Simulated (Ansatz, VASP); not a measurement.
# InSb: VASP beside Ansatz, part 2 of 2

Aim: how closely do two programs agree when they are given the same cell, functional and k mesh? The structure shown is the end of the Ansatz relaxation below.

VASP 6.6.1 and Ansatz 0.2.0.

So far: Starting point; Ansatz: relaxation, PBEsol; VASP: single point, PBEsol, pair 1; Differences.

## (6) VASP: single point, PBEsol, pair 2

Level of this step: PBEsol; plane waves and PAW (Sb, In_d) (VASP).

The same cell, functional, mesh and smearing now go to VASP, with its own data sets.

INCAR

```
SYSTEM = InSb
PREC = Accurate
ENCUT = 500
EDIFF = 1E-06
NELM = 120
ISMEAR = -1
SIGMA = 0.02
LREAL = .FALSE.
ALGO = Normal
GGA = PS
NBANDS = 24
LORBIT = 11
LWAVE = .FALSE.
LCHARG = .FALSE.
ISIF = 2
LASPH = .TRUE.
GGA_COMPAT = .FALSE.
KPAR = 2
```

POSCAR

```
InSb
1.0
    4.5193150800      0.0000000000      0.0000000000
    0.0000000000      4.5193150800      0.0000000000
    0.0000000000      0.0000000000      6.6539530029
Sb In
2 2
Direct
    0.5000000000      0.0000000000      0.7500000000
    0.0000000000      0.5000000000      0.2500000000
    0.0000000000      0.0000000000      0.0000000000
    0.5000000000      0.5000000000      0.5000000000
```

KPOINTS

```
Automatic mesh
0
Gamma
6 6 4
0 0 0
```

Potentials, in the order of the species: Sb and In_d (PBE family, release 64).

Started as:

```console
$ mpirun -np 2 vasp_std
```

Numbers of over 12 decimals in the logs are rounded to 6 here.

Log:

```text
[banner, memory and clock lines left out]
running    2 mpi-ranks, on    1 nodes
[...]
[... a notice as in an earlier step ...]

 LDA part: xc-table for (Slater+PW92), standard interpolation
 POSCAR, INCAR and KPOINTS ok, starting setup
[...]
entering main loop
       N       E                     dE             d eps       ncg     rms          rms(c)
DAV:   1     0.282741877819E+03    0.28274E+03   -0.15354E+04  1440   0.147E+03
DAV:   2     0.764472906300E+01   -0.27510E+03   -0.27049E+03  1560   0.369E+02
DAV:   3    -0.148671230911E+02   -0.22512E+02   -0.22317E+02  1848   0.124E+02
DAV:   4    -0.156076670969E+02   -0.74054E+00   -0.74027E+00  1664   0.266E+01
[...]
DAV:  11    -0.153610835682E+02   -0.17147E-04   -0.23437E-05  1840   0.424E-02    0.116E-02
DAV:  12    -0.153610890714E+02   -0.55032E-05   -0.16106E-05  1368   0.311E-02    0.468E-03
DAV:  13    -0.153610885924E+02    0.47897E-06   -0.15844E-06  1240   0.109E-02
   1 F= -.15361089E+02 E0= -.15360868E+02  d E =-.440954E-03
```

OUTCAR, selected parts (step 6):

```text
  Total        1.1453827      1.1453827      0.0120235      0.0000000      0.0000000     -0.0000000
  in kB       13.5031853     13.5031853      0.1417480      0.0000000      0.0000000     -0.0000000
  external PRESSURE =       9.0493729 kB  Pullay stress =       0.0000000 kB

 POSITION                                       TOTAL-FORCE (eV/Angst)
 -----------------------------------------------------------------------------------
      2.25966      0.00000      4.99046         0.000000     -0.000000      0.000000
      0.00000      2.25966      1.66349         0.000000     -0.000000      0.000000
      0.00000      0.00000      0.00000        -0.000000      0.000000     -0.000000
      2.25966      2.25966      3.32698         0.000000     -0.000000     -0.000000
 -----------------------------------------------------------------------------------
    total drift:                                0.000000      0.000000      0.000000

  FREE ENERGIE OF THE ION-ELECTRON SYSTEM (eV)
  ---------------------------------------------------
  free  energy   TOTEN  =       -15.3610885924 eV

  energy  without entropy=      -15.3606476389  energy(sigma->0) =      -15.36086812

[... 1 part as in an earlier step ...]

[... 2 further parts left out ...]
[key lines of the parts left out:]
E-fermi :   5.0435
```

The run ends at a pressure of 0.90 GPa.

## (7) Differences

What differs besides the data sets and the points named for the pairs above, as far as they apply: the data sets hold 56 valence electrons in Ansatz (on its PAW soft_1 files) and 36 in VASP. Total energies have different zeros and are not compared.

Compared:

| quantity | Ansatz | VASP | difference |
| --- | --- | --- | --- |
| pressure (GPa) | 0.89 | 0.90 | -0.02 |

## (8) Ansatz: relaxation, PBEsol

This run makes the geometry at which the two programs are then compared. The cell compared in this pair holds 139.60 Å³, against 135.90 Å³ for the pair before.

The structure compared here is the end of the Ansatz relaxation.

input.yaml

```yaml
crystal:
  lattice:
    - [4.65766146, 0.0, 0.0]
    - [0.0, 4.65766146, 0.0]
    - [0.0, 0.0, 6.482580734]
  atoms:
    - { symbol: Sb, position: [0.5, 0.0, 0.75] }
    - { symbol: Sb, position: [0.0, 0.5, 0.25] }
    - { symbol: In, position: [0.0, 0.0, 0.0] }
    - { symbol: In, position: [0.5, 0.5, 0.5] }
kpoints:
  mp_grid: { grid: [6, 6, 4] }
scf:
  occupations: { method: fermi_dirac, width: 0.02 }
hamiltonian:
  xc: pbesol
  pseudopotentials: { kind: paw, azcp: { folder: soft_1 }, xc_functional: pbe }
basis:
  ecutwfc: 600
output:
  forces: true
  stress: true
relax:
  f_tol: 0.005
  max_steps: 70
  cell: { stress_tol: 0.02, p_target: 0, fix: [a, b, alpha, beta, gamma] }
```

Started as:

```console
$ ansatz run input.yaml --threads 8 --pin off --max-ram 18432MiB --backend cpu --events-out ev --progress --plain --runs-dir out
```

Log:

```text
[...]
Crystal: 4 atoms, lattice volume = 140.632 Å³
Basis set: ecut = 600 eV, 4677 PW (Γ), exchange–correlation on 80×80×108 points (8 copies of the dense FFT grid, shifted against one another)
Bands: 34, of which v1, the nominal top of the filled ones, is band 28 counted from 1 (27 counted from 0)
Symmetry: 16 space group operations
[...]
P = ⅓ Tr σ = -0.2841 GPa (-2.841 kbar)
--- Relaxed structure (3 steps of the walk, 3 accepted, 1 SCFs on fresh bases) ---
[...]
cell:  # Å, volume = 139.5974 Å³
    - [4.65766146, 0.0, 0]
    - [0.0, 4.65766146, 0.0]
    - [0, 0.0, 6.434895]
  atoms:
    - { symbol: Sb, position: [0.5, 0, 0.750000] }
    - { symbol: Sb, position: [0, 0.5, 0.250000] }
    - { symbol: In, position: [0, 0, 0] }
    - { symbol: In, position: [0.5, 0.5, 0.500000] }
[key lines of the parts left out:]
SCF converged after 6 iterations
Free energy (F): -23867.562890 eV
Fermi energy:    7.056551 eV
```

## (9) VASP: single point, PBEsol, pair 3

The same cell, functional, mesh and smearing now go to VASP, with its own data sets.

INCAR: that of step 6 with these lines changed.

```diff
@@ -17,2 +17,3 @@
 GGA_COMPAT = .FALSE.
+EFERMI = MIDGAP
 KPAR = 2
```

POSCAR

```
InSb
1.0
    4.6576614600      0.0000000000      0.0000000000
    0.0000000000      4.6576614600      0.0000000000
    0.0000000000      0.0000000000      6.4348945001
Sb In
2 2
Direct
    0.5000000000      0.0000000000      0.7500000000
    0.0000000000      0.5000000000      0.2500000000
    0.0000000000      0.0000000000      0.0000000000
    0.5000000000      0.5000000000      0.5000000000
```

KPOINTS is that of step 6.

Started as:

```console
$ mpirun -np 2 vasp_std
```

Log:

```text
[... set-up lines as in an earlier step ...]
 entering main loop
       N       E                     dE             d eps       ncg     rms          rms(c)
DAV:   1     0.277125597856E+03    0.27713E+03   -0.15215E+04  1440   0.146E+03
DAV:   2     0.772797363789E+01   -0.26940E+03   -0.26402E+03  1576   0.364E+02
DAV:   3    -0.148767808103E+02   -0.22605E+02   -0.22477E+02  1880   0.123E+02
DAV:   4    -0.156196226429E+02   -0.74284E+00   -0.74251E+00  1672   0.266E+01
[...]
DAV:  11    -0.153832990361E+02   -0.22151E-04   -0.25161E-05  1840   0.444E-02    0.115E-02
DAV:  12    -0.153833042082E+02   -0.51721E-05   -0.15792E-05  1384   0.314E-02    0.425E-03
DAV:  13    -0.153833037334E+02    0.47479E-06   -0.15010E-06  1256   0.109E-02
   1 F= -.15383304E+02 E0= -.15383209E+02  d E =-.189687E-03
```

From OUTCAR (step 9):

```text
  Total       -0.3565008     -0.3565008      0.0089563      0.0000000      0.0000000      0.0000000
  in kB       -4.0916066     -4.0916066      0.1027923      0.0000000      0.0000000      0.0000000
  external PRESSURE =      -2.6934736 kB  Pullay stress =       0.0000000 kB

 POSITION                                       TOTAL-FORCE (eV/Angst)
 -----------------------------------------------------------------------------------
      2.32883      0.00000      4.82617         0.000000     -0.000000      0.000000
      0.00000      2.32883      1.60872         0.000000     -0.000000      0.000000
      0.00000      0.00000      0.00000         0.000000     -0.000000      0.000000
      2.32883      2.32883      3.21745        -0.000000      0.000000     -0.000000
 -----------------------------------------------------------------------------------
    total drift:                                0.000000      0.000000      0.000000

  FREE ENERGIE OF THE ION-ELECTRON SYSTEM (eV)
  ---------------------------------------------------
  free  energy   TOTEN  =       -15.3833037334 eV

  energy  without entropy=      -15.3831140460  energy(sigma->0) =      -15.38320889

[... 1 part as in an earlier step ...]

[... 2 further parts left out ...]
[key lines of the parts left out:]
E-fermi :   4.7156
```

The gap is read on the k-mesh alone, so it is an upper bound where the band edges lie off the mesh.

## (10) Side by side

What differs besides the data sets and the points named for the pairs above, as far as they apply: the data sets hold 56 valence electrons in Ansatz (on its PAW soft_1 files) and 36 in VASP. Total energies have different zeros and are not compared.

Both answers:

| quantity | Ansatz | VASP | difference |
| --- | --- | --- | --- |
| pressure (GPa) | -0.28 | -0.27 | -0.01 |
| gap on the k mesh (eV) | 0.107 | 0.107 | 0.000 |

A gap on the mesh is an upper bound, since the band edges may lie between its points.

## (11) What came out

| Quantity | Value |
| --- | --- |
| difference in pressure (single point, PBEsol, pair 1) | -0.021 GPa |
| difference in pressure (single point, PBEsol, pair 2) | -0.018 GPa |
| difference in gap on the k mesh (single point, PBEsol, pair 3) | -1.8e-4 eV |

What this shows: The difference in pressure is -0.021 GPa (single point, PBEsol, pair 1), within the 1 GPa picked in this series as the mark of a large difference. The data sets hold unlike numbers of valence electrons (56 in Ansatz and 36 in VASP), so part of the differences comes from the potentials. 2 further runs of this series are not shown here. How closely two codes agree says nothing of how well the functional describes the real material.

[Lines on the potential files, build, host, timing and source positions are cut from VASP's logs without a mark.]

[Logs are printed without paths, hosts, clocks, repeated set-up lines and the standing remarks that a program may print on its own settings, such as how far it seeks lower states.]

[Hosts, paths, dates, database ids (printed as entryN), source tags and the programs' standing remarks are cut or masked in the printed files.]
